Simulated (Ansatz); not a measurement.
Method: DFT PBE, scalar-relativistic, plane waves, PAW in Ansatz 0.2.0. Settings: cutoff 420 eV, Γ-centred meshes spaced at most about 0.3 Å⁻¹, and about 0.25 Å⁻¹ or finer for metals (2π included), Gaussian smearing. No spin polarisation in the final relaxations.

Temperature and zero-point effects are left out.

Compare these two cells of Te, each relaxed at this level.

A.

```cif
data_structure
_symmetry_space_group_name_H-M 'P4_132'
_symmetry_Int_Tables_number 213
_cell_length_a 5.2233
_cell_length_b 5.2233
_cell_length_c 5.2233
_cell_angle_alpha 90.000
_cell_angle_beta 90.000
_cell_angle_gamma 90.000
_cell_volume 142.50
loop_
_atom_site_label
_atom_site_type_symbol
_atom_site_symmetry_multiplicity
_atom_site_Wyckoff_symbol
_atom_site_fract_x
_atom_site_fract_y
_atom_site_fract_z
_atom_site_occupancy
Te1 Te 4 a 0.87500 0.12500 0.62500 1
```

B.

```cif
data_structure
_symmetry_space_group_name_H-M 'P6/mmm'
_symmetry_Int_Tables_number 191
_cell_length_a 3.4185
_cell_length_b 3.4185
_cell_length_c 3.0747
_cell_angle_alpha 90.000
_cell_angle_beta 90.000
_cell_angle_gamma 120.000
_cell_volume 31.12
loop_
_atom_site_label
_atom_site_type_symbol
_atom_site_symmetry_multiplicity
_atom_site_Wyckoff_symbol
_atom_site_fract_x
_atom_site_fract_y
_atom_site_fract_z
_atom_site_occupancy
Te1 Te 1 b 0.00000 0.00000 0.50000 1
```

Task: Which is lower in energy, and by how much?

Result: They are level within the accuracy (5 meV/atom apart, with B the lower in these runs). A has space group P4_132 (No. 213), 35.6 Å³/atom and no gap on its mesh; B has the simple hexagonal type, space group P6/mmm (No. 191), 31.1 Å³/atom and no gap. Counting all near atoms (those within 1.25 times the shortest such distance or 1.15 times the sum of covalent radii; a plus sign parts nearer from farther groups), A has Te 6 and B has Te 2+6. In A, around Te lie 6 Te at 3.20 Å. In B, Te is surrounded by 2 Te at 3.07 Å and 6 Te at 3.42 Å. Both come from invented guesses. The part of the Crystallography Open Database at hand lists Te in space groups No. 12, 152, 154; no cell shown has one of them.

The k mesh leaves some 4 meV/atom of noise in the energy of each metallic cell. Spin–orbit coupling, which can matter for Te, is left out. Cells relaxed within their symmetry can be saddle points.
